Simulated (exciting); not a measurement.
# Be (P6_3/mmc) in exciting: reference runs

Aim: a first look at Be with PBE, on the cell as given.

All numbers are computed with exciting (release sodium); they aren't measurements. Logs are shortened: lines on timing, memory, paths and dates and some standing lists are left out, and cuts for length are marked.

## Step 1: Starting point

The structure is hexagonal, space group P6_3/mmc (No. 194). Conventional cell: a = 2.285 Å, b = 2.285 Å, c = 3.584 Å, α = 90.00°, β = 90.00°, γ = 120.00°. Be (site symmetry -6m2) is surrounded by 12 Be at 2.23 to 2.29 Å.

## Step 2: Single point, PBE

The input, input.xml:

```xml
<input>
  <title>Be</title>
  <structure speciespath="./" tshift="false">
    <crystal scale="1">
      <basevect>4.318591112607 0.000000000000 0.000000000000</basevect>
      <basevect>-2.159295556304 3.740009612135 0.000000000000</basevect>
      <basevect>0.000000000000 0.000000000000 6.773156375884</basevect>
    </crystal>
    <species speciesfile="Be.xml" rmt="1.45">
      <atom coord="0.666666666700 0.333333333300 0.750000000000"/>
      <atom coord="0.333333333300 0.666666666700 0.250000000000"/>
    </species>
  </structure>
  <groundstate do="fromscratch" ngridk="13 13 8" rgkmax="7" gmaxvr="14" lmaxapw="10" lmaxmat="10" lmaxvr="8" xctype="GGA_PBE" stype="Fermi Dirac" swidth="0.00183747" nempty="10" ValenceRelativity="iora*" epsengy="1e-05" epspot="1e-05" maxscl="60" tforce="true" outputlevel="normal"/>
  <properties>
    <chargedensityplot>
      <plot3d>
        <box grid="12 12 18">
          <origin coord="0 0 0"/>
          <point coord="1 0 0"/>
          <point coord="0 1 0"/>
          <point coord="0 0 1"/>
        </box>
      </plot3d>
    </chargedensityplot>
    <elfplot>
      <plot3d>
        <box grid="12 12 18">
          <origin coord="0 0 0"/>
          <point coord="1 0 0"/>
          <point coord="0 1 0"/>
          <point coord="0 0 1"/>
        </box>
      </plot3d>
    </elfplot>
    <exccplot>
      <plot3d>
        <box grid="12 12 18">
          <origin coord="0 0 0"/>
          <point coord="1 0 0"/>
          <point coord="0 1 0"/>
          <point coord="0 0 1"/>
        </box>
      </plot3d>
    </exccplot>
  </properties>
</input>
```

Potentials or basis: all-electron LAPW+lo, shipped species files, valence relativity iora*.

On the command line:

```console
$ OMP_NUM_THREADS=1 exciting_smp
```

INFO.OUT:

```text
================================================================================
EXCITING SODIUM started
[... 10 lines left out ...]

 Lattice vectors (cartesian) :
      4.3185911126      0.0000000000      0.0000000000
     -2.1592955563      3.7400096121      0.0000000000
      0.0000000000      0.0000000000      6.7731563759

 Reciprocal lattice vectors (cartesian) :
      1.4549155369      0.8399958769     -0.0000000000
      0.0000000000      1.6799917537      0.0000000000
      0.0000000000     -0.0000000000      0.9276598617

 Unit cell volume                           :     109.3971247149
 Brillouin zone volume                      :       2.2674290032

 Species :    1 (Be)
     parameters loaded from                 :    Be.xml
     name                                   :    beryllium
     nuclear charge                         :      -4.00000000
     electronic charge                      :       4.00000000
     atomic mass                            :   16428.20279000
     muffin-tin radius                      :       1.45000000
     # of radial points in muffin-tin       :     250

     atomic positions (lattice) :
       1 :   0.66666667  0.33333333  0.75000000
       2 :   0.33333333  0.66666667  0.25000000

 Total number of atoms per unit cell        :       2

 Spin treatment                             :    spin-unpolarised

 Number of Bravais lattice symmetries       :      24
 Number of crystal symmetries               :      12

 k-point grid                               :      13   13    8
 Total number of k-points                   :     147
 k-point set is reduced with crystal symmetries

 R^MT_min * |G+k|_max (rgkmax)              :       7.00000000
 Species with R^MT_min                      :       1 (Be)
 Maximum |G+k| for APW functions            :       4.82758621
 Maximum |G| for potential and density      :      14.00000000

 G-vector grid sizes                        :      20    20    32
 Total number of G-vectors                  :    5095

 Maximum angular momentum used for
     APW functions                          :      10
     computing H and O matrix elements      :      10
     potential and density                  :       8
     inner part of muffin-tin               :       2

 Total nuclear charge                       :      -8.00000000
 Total electronic charge                    :       8.00000000
 Total core charge                          :       4.00000000
 Total valence charge                       :       4.00000000

 Number of empty states                     :      10
 Total number of valence states             :      13

 Maximum Hamiltonian size                   :     223
 Maximum number of plane-waves              :     221
 Total number of local-orbitals             :       2

 Exchange-correlation type                  :      20
[... 23 lines left out ...]
+ SCF iteration number :    1                                                  +
++++++++++++++++++++++++++++++++++++++++++++++++++++++++++++++++++++++++++++++++
 Total energy                               :       -29.49795927
 _______________________________________________________________
 Fermi energy                               :         0.26540780
 Kinetic energy                             :        29.32472297
 Coulomb energy                             :       -52.99985495
 Exchange energy                            :        -5.55070375
 Correlation energy                         :        -0.27212354

 DOS at Fermi energy (states/Ha/cell)       :         3.41439013

 Electron charges :
     core                                   :         4.00000000
     core leakage                           :         0.01389603
     valence                                :         4.00000000
     interstitial                           :         3.13605137
     charge in muffin-tin spheres :
                  atom     1    Be          :         2.43197432
                  atom     2    Be          :         2.43197432
     total charge in muffin-tins            :         4.86394863
     total charge                           :         8.00000000
[... 217 lines left out ...]
 Electron charges :
     core                                   :         4.00000000
     core leakage                           :         0.01381318
     valence                                :         4.00000000
     interstitial                           :         3.13708445
     charge in muffin-tin spheres :
                  atom     1    Be          :         2.43145778
                  atom     2    Be          :         2.43145778
     total charge in muffin-tins            :         4.86291555
     total charge                           :         8.00000000

 RMS change in effective potential (target) :  0.134858E-06  ( 0.100000E-04)
 Absolute change in total energy   (target) :  0.220645E-06  ( 0.100000E-04)
 Charge distance                   (target) :  0.288436E-06  ( 0.100000E-04)
 Abs. change in max-nonIBS-force   (target) :  0.592232E-06  ( 0.500000E-04)

++++++++++++++++++++++++++++++++++++++++++++++++++++++++++++++++++++++++++++++++
| Convergency criteria checked for the last 2 iterations                       +
| Convergence targets achieved. Performing final SCF iteration                 +
++++++++++++++++++++++++++++++++++++++++++++++++++++++++++++++++++++++++++++++++
 Total energy                               :       -29.53934466
 _______________________________________________________________
 Fermi energy                               :         0.26360440
 Kinetic energy                             :        29.30001313
 Coulomb energy                             :       -53.01517276
 Exchange energy                            :        -5.55203401
 Correlation energy                         :        -0.27215102

 DOS at Fermi energy (states/Ha/cell)       :         3.52238046

 Electron charges :
     core                                   :         4.00000000
     core leakage                           :         0.01381318
     valence                                :         4.00000000
     interstitial                           :         3.13708445
     charge in muffin-tin spheres :
                  atom     1    Be          :         2.43145778
                  atom     2    Be          :         2.43145778
     total charge in muffin-tins            :         4.86291555
     total charge                           :         8.00000000

++++++++++++++++++++++++++++++++++++++++++++++++++++++++++++++++++++++++++++++++
+ Self-consistent loop stopped                                                 +
++++++++++++++++++++++++++++++++++++++++++++++++++++++++++++++++++++++++++++++++
 STATE.OUT is written

--------------------------------------------------------------------------------
- Writing atomic positions and forces                                          -
--------------------------------------------------------------------------------

 Atomic positions (lattice) :
 atom     1  Be  :     0.66666667    0.33333333    0.75000000
 atom     2  Be  :     0.33333333    0.66666667    0.25000000

 Total atomic forces including IBS (cartesian) :
 atom     1  Be  :     0.00000000    0.00000000   -0.00000003
 atom     2  Be  :    -0.00000000   -0.00000000    0.00000003

 Atomic force components including IBS (cartesian) :
 atom     1  Be  :    -0.00000000    0.00000000   -0.00000019   HF force
                 :    -0.00000000   -0.00000000    0.00000018   core correction
                 :     0.00000000   -0.00000000   -0.00000002   IBS correction
 atom     2  Be  :     0.00000000   -0.00000000    0.00000019   HF force
                 :     0.00000000    0.00000000   -0.00000018   core correction
                 :    -0.00000000    0.00000000    0.00000002   IBS correction

********************************************************************************
[... 7 lines left out ...]
| EXCITING SODIUM stopped                                                      =
================================================================================
```

stdout:

```text
Info(rhoplot):
 3D density plot written to RHO3D.xml

Info(potplot):
 3D Coulomb potential plot written to VCL3D.xml
 3D exchange-correlation potential plot written to VXC3D.xml

Info(elfplot): 3D ELF plot written to ELF3D.xml
```

EVALCORE.OUT:

```text
Species :    1 (Be), atom :    1
 n =  1, l =  0, k =  1 :   -3.411149407

Species :    1 (Be), atom :    2
 n =  1, l =  0, k =  1 :   -3.411149407
```

Wall time 81 s (1 thread of Arm Neoverse V2, shared host); peak memory 0.12 GiB.

Results:

| Quantity | Value |
| --- | --- |
| Free energy | -803.8076 eV |
| Band gap on the k mesh | none (metal or under the smearing width) |
| All electrons inside the program's atomic spheres | Be 2.43 (radii Be 1.45 bohr) |

Caveat: the log's total energy holds no entropy term; the free energy is that total less TS from the occupations.
